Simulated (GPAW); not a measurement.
# Cd (P-1) in GPAW: band structure with RPBE+D4

Aim: the band structure of Cd with RPBE+D4.

Program: GPAW 26.7.0. These are calculated values, not measurements. Logs are shortened: lines on timing, memory, paths and dates and some standing lists are left out, and cuts for length are marked. The log counts tension as positive stress, the text compression.

**1. The cell of the first run**

The typed cell holds 1 atom: a = 3.121 Å, b = 3.056 Å, c = 2.973 Å, α = 64.29°, β = 63.87°, γ = 64.69°.

This isn't the form of Cd at room conditions, which is hcp.

**2. Band structure, RPBE+D4 (cell strained at random at fixed volume)**

The input, run.py:

```python
from ase import Atoms
from ase.calculators.mixing import SumCalculator
from ase.dft.bandgap import bandgap
from ase.io import write
from ase.units import GPa
from dftd4.ase import DFTD4
from gpaw import GPAW, PW

atoms = Atoms(['Cd'],
              cell=[[1.68375, 0.971073, 2.442349],
                    [-1.62134, 0.961202, 2.405117],
                    [0.022656, -1.793893, 2.37128]],
              scaled_positions=[[0.00566, -0.000247, -0.003336]],
              pbc=True)

calc = GPAW(mode=PW(600),
            xc='RPBE',
            kpts={'size': (10, 10, 10), 'gamma': True},
            occupations={'name': 'fermi-dirac', 'width': 0.1},
            nbands=13,
            convergence={'density': 1e-05, 'energy': 1e-05},
            maxiter=150,
            txt='gpaw.txt')
atoms.calc = SumCalculator([calc, DFTD4(method='rpbe')])
energy = atoms.get_potential_energy()
forces = atoms.get_forces()
stress = atoms.get_stress()
calc.write('gs.gpw')
write('result.traj', atoms)
print(f'Energy: {energy:.6f} eV')
print('Forces (eV/A):')
print(forces.round(4))
print('Stress (GPa):', (stress / GPa).round(3))
print('Fermi level:', round(calc.get_fermi_level(), 4), 'eV')
print(f'Gap: {bandgap(calc)[0]:.4f} eV, direct: {bandgap(calc, direct=True)[0]:.4f} eV')

path = atoms.cell.bandpath('XGY,LGZ,NGM,RG', npoints=100, eps=1e-4)
bs_calc = calc.fixed_density(kpts=path, symmetry='off', nbands=21,
                             convergence={'bands': 'CBM+6.0', 'eigenstates': 1e-6}, txt='bands.txt')
bs = bs_calc.band_structure()
bs.write('bs.json')
print(f'Gap on the path: {bandgap(bs_calc)[0]:.4f} eV')
```

Potentials or basis: the program's PAW data sets (release 1.2.1) made for this functional, pw.

Started as:

```console
OMP_NUM_THREADS=1 python run.py
```

gpaw.txt:

```text
__  _  _
 | _ |_)|_||  |
 |__||  | ||/\| - 26.7.0

Input parameters:
  mode=PW(ecut=600.0),
  convergence={'density': 1e-05, 'energy': 1e-05},
  kpts=MonkhorstPack(size=(10, 10, 10), gamma=True),
  maxiter=150,
  nbands=13,
  occupations=Occupations(name='fermi-dirac', width=0.1),
  xc=XC(name='RPBE')

Diagonalizing LCAO Hamiltonian
Converting LCAO to pw mode

       Cd

Atoms  # Å, Bohr magnetons
|   | symbol |        x |        y |        z |    initial magnetic moments |
|---|--------|----------|----------|----------|-----------------------------|
| 0 |     Cd | 0.009855 | 0.011243 | 0.005319 | ( 0.0000,  0.0000,  0.0000) |

Unit cell  # Å
| periodic |         x |         y |        z |  lengths |    angles |
|----------|-----------|-----------|----------|----------|-----------|
|      yes |  1.683750 |  0.971073 | 2.442349 | 3.121388 | 64.286356 |
|      yes | -1.621340 |  0.961202 | 2.405117 | 3.055690 | 63.869712 |
|      yes |  0.022656 | -1.793893 | 2.371280 | 2.973472 | 64.690272 |

Number of symmetries: 1
Symmetry operations  # r_c * U_cc + t_c -> r_c
|   | kind |            matrix            |
|---|------|------------------------------|
| 0 |  E   |  1, 0, 0,  0, 1, 0,  0, 0, 1 |

BZ-sampling:
  Number of BZ points: 1000
  Number of IBZ points: 504

  Monkhorst-Pack size: [10, 10, 10]
  Monkhorst-Pack shift: [0.05, 0.05, 0.05]

K-points  # in reciprocal-cell coordinates
|     |                                coordinates |     weight |
|-----|--------------------------------------------|------------|
|   0 | (  0.00000000,   0.00000000,   0.00000000) | 0.00100000 |
|   1 | (  0.00000000,   0.00000000,   0.10000000) | 0.00200000 |
|   2 | (  0.00000000,   0.00000000,   0.20000000) | 0.00200000 |
|   3 | (  0.00000000,   0.00000000,   0.30000000) | 0.00200000 |
|   4 | (  0.00000000,   0.00000000,   0.40000000) | 0.00200000 |
|   5 | (  0.00000000,   0.00000000,   0.50000000) | 0.00100000 |
|   6 | (  0.00000000,   0.10000000,  -0.40000000) | 0.00200000 |
|   7 | (  0.00000000,   0.10000000,  -0.30000000) | 0.00200000 |
|   8 | (  0.00000000,   0.10000000,  -0.20000000) | 0.00200000 |
|   9 | (  0.00000000,   0.10000000,  -0.10000000) | 0.00200000 |
| ... |                                            |            |
| 503 | (  0.50000000,   0.50000000,   0.50000000) | 0.00100000 |

Plane wave coefficients: 752
Cutoff: 600.0 eV

Spin-components: 1 (collinear spins)
Bands:           13
Projectors:      6
Spin-degeneracy: 2
Datatype:        complex128

Parallelization:
  kpt:    1
  domain: 1
  band:   1

Density:
  Valence electrons: 12.0
  Components: 1
  Grid points: [18 18 18]
  Charge: 0.0  # |e|

Potential:
  Grid points: [18 18 18]

species:
  Cd:
    name:    Cadmium
    Z:       48.0
    valence: 12
    core:    36
    charge:  0.0  # [|e|]
    compensation charges:
      type: gauss
      rc: 0.38  # [Å]
      lmax: 2
    cutoffs:
      filter: 2.12  # [Å]
      core: 2.62  # [Å]
    projectors
    | kind |    occ | energy [eV] | rcut [Å] |
    |------|--------|-------------|----------|
    |   5s |  2.000 |      -5.542 |    1.191 |
    |   5p |  0.000 |      -1.167 |    1.228 |
    |   4d | 10.000 |     -11.705 |    1.164 |
    |    s |        |      21.670 |    1.191 |
    |    p |        |      26.044 |    1.228 |
    |    d |        |      15.507 |    1.164 |

    Using partial waves for Cd as LCAO basis

Reference energy: -152181.746734  # eV

eigensolver:
  PPCG
  Converge bands: occupied
  niter=2

density mixing:
  MSR1-Mixer
  Pratt-step length: 0.05
  Maximum mixing coefficient: 0.75
  Old densities: 10
  SVD Regularization: 0.005
  Good broyden scale: 1.0
  Trust region scale: 1.0
  Backstep threshold: 4.0
  History deletion threshold: 6.0
  Fourier metric: weight=20.0, sigma=0.015

occupation numbers:
  Fermi-Dirac:
    width: 0.1000  # eV

poisson solver:
  ecut: 4800.0  # eV

xc functional:
  name: RPBE with 2 nearest neighbor stencil

convergence criteria:
- Maximum integral of absolute [dens]ity change: 1e-05 electrons / valence electron
- Maximum [total energy] change in last 3 cyles: 1e-05 eV / valence electron
- Maximum integral of absolute [eigenst]ate change: 4e-08 eV^2 / valence electron
maximum number of iterations: 150

SCF iterations
|iter     | |      energy | eigst |  dens |
|---------|-|-------------|-------|-------|
|iter:   1| |   -0.549966 | -0.62 |       |
|iter:   2| |   -0.543495 | -2.68 | -1.43 |
|iter:   3| |   -0.518317 | -2.34 | -1.46 |
|iter:   4| |   -0.518819 | -3.78 | -1.94 |
|iter:   5| |   -0.518832 | -4.12 | -2.43 |
|iter:   6| |   -0.518834c| -7.05 | -3.78 |
|iter:   7| |   -0.518835c| -7.43c| -4.15 |
|iter:   8| |   -0.518835c| -8.55c| -5.38c|

Converged in 8 steps
Energy contributions relative to reference atoms: (reference = -152181.746734)

Energy contributions:
  Kinetic:           7.092143
  Coulomb:          -5.451986
  Zero:              0.118418
  External:          0.000000
  Xc:               -2.271425
  Entropy:          -0.011969
  Spinorbit:         0.000000
  ----------------------------
  Free energy:      -0.524819
  Extrapolated:     -0.518835

dipole moment: (-10.746627, -5.850830, 7.767678)  # |e|*Ang

Fermi level: 7.563
Eigenvalues  # (at kpt = [0.000, 0.000, 0.000])
| band index |      eig [eV] | occ [0-2] |
|------------|---------------|-----------|
|          0 |        -1.714 |     2.000 |
|          1 |        -1.694 |     2.000 |
|          2 |        -1.347 |     2.000 |
|          3 |        -1.094 |     2.000 |
|          4 |        -1.055 |     2.000 |
|          5 |        -1.026 |     2.000 |
|          6 |        19.899 |     0.000 |
|          7 |        20.770 |     0.000 |
|          8 |        22.332 |     0.000 |
|          9 |        24.204 |     0.000 |
|         10 |        25.096 |     0.000 |
|         11 |        25.157 |     0.000 |
|         12 |        26.563 |     0.000 |

No gap
No difference between direct/indirect transitions

Forces  # eV/Ang
|        x |        y |        z |
|----------|----------|----------|
| -0.00000 | -0.00000 | -0.00000 |  # Cd   0

Stress tensor  # eV/Ang^3
|         x |         y |         z |
|-----------|-----------|-----------|
| -0.026630 | -0.000343 |  0.002217 |
| -0.000343 | -0.022582 |  0.005451 |
|  0.002217 |  0.005451 | -0.032191 |

# Writing to gs.gpw (mode='')
```

It took 1.7 min on 1 thread of Arm Neoverse V1, shared host; peak memory 0.31 GiB.

What came out:

| Quantity | Value |
| --- | --- |
| Free energy | -1.3080 eV |
| Pressure | -0.8 GPa |
| Band gap along the path | none (metal or under the smearing width) |
| Dispersion energy per atom | -0.783 eV |

Levels at the corners of the path, in eV from the Fermi level:
| point | band 2 | band 3 | band 4 | band 5 | band 6 | band 7 | band 8 |
| --- | --- | --- | --- | --- | --- | --- | --- |
| X | -9.27 | -8.88 | -8.41 | -8.21 | -2.48 | -1.70 | 11.66 |
| Γ | -9.26 | -8.91 | -8.66 | -8.62 | -8.59 | 12.34 | 13.21 |
| Y | -9.29 | -8.88 | -8.39 | -8.24 | -2.60 | -2.02 | 12.21 |
| L | -9.63 | -8.31 | -8.20 | -8.14 | -0.85 | 1.33 | 5.21 |
| Γ | -9.26 | -8.91 | -8.66 | -8.62 | -8.59 | 12.34 | 13.21 |
| Z | -9.29 | -8.89 | -8.40 | -8.17 | -2.23 | -1.08 | 11.37 |
| N | -9.67 | -8.38 | -8.21 | -8.08 | -0.61 | 1.77 | 6.09 |
| Γ | -9.26 | -8.91 | -8.66 | -8.62 | -8.59 | 12.34 | 13.21 |
| M | -9.66 | -8.36 | -8.22 | -8.09 | -0.82 | 1.43 | 5.96 |
| R | -9.20 | -9.06 | -8.26 | -8.13 | -1.73 | 0.01 | 10.87 |
| Γ | -9.26 | -8.91 | -8.66 | -8.62 | -8.59 | 12.34 | 13.21 |

Caveat: pairwise dispersion overbinds metals, which lowers pressure and volume.
